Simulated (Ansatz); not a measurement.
ZnSe (Stilleite):

```
Se Zn
1.0
     0.00000    2.83380    2.83380
     2.83380    0.00000    2.83380
     2.83380    2.83380    0.00000
Se Zn
1 1
Cartesian
  4.2507 4.2507 4.2507
  0.0000 0.0000 0.0000
```

| Item | Value |
| --- | --- |
| Program | Ansatz 0.2.0 |
| Task | relaxation of cell and atoms |
| Functional | PBEsol |
| Dispersion | D4 |
| Potentials or basis | all-electron LAPW, scalar-relativistic |
| Basis error allowed | 0.001 eV/atom |
| k mesh | 8 × 8 × 8 |
| Occupations | fermi-dirac, width 0.05 eV |
| Spin | no spin polarisation |

At the start: volume 22.76 Å³/atom.

Problem. How do energy, volume and symmetry change on relaxing?

Solution. Over 4 steps the energy falls by 6.2 meV/atom and the volume is 21.92 Å³/atom (-3.7 %); space group F-43m (No. 216, to 0.05 Å).

The path:
| step | energy change (eV) | largest force (eV/Å) | volume (Å³) |
| --- | --- | --- | --- |
| 1 | 0.0000 | 0.0000 | 45.51 |
| 2 | -0.0116 | 0.0000 | 44.25 |
| 3 | -0.0124 | 0.0000 | 43.84 |
| 4 | -0.0124 | 0.0000 | 43.84 |

Final structure:
```xyz
2
Lattice="0.0000 2.7986 2.7986 2.7986 0.0000 2.7986 2.7986 2.7986 0.0000" Properties=species:S:1:pos:R:3 pbc="T T T"
Se    4.1979    4.1979    4.1979
Zn    0.0000    0.0000    0.0000
```
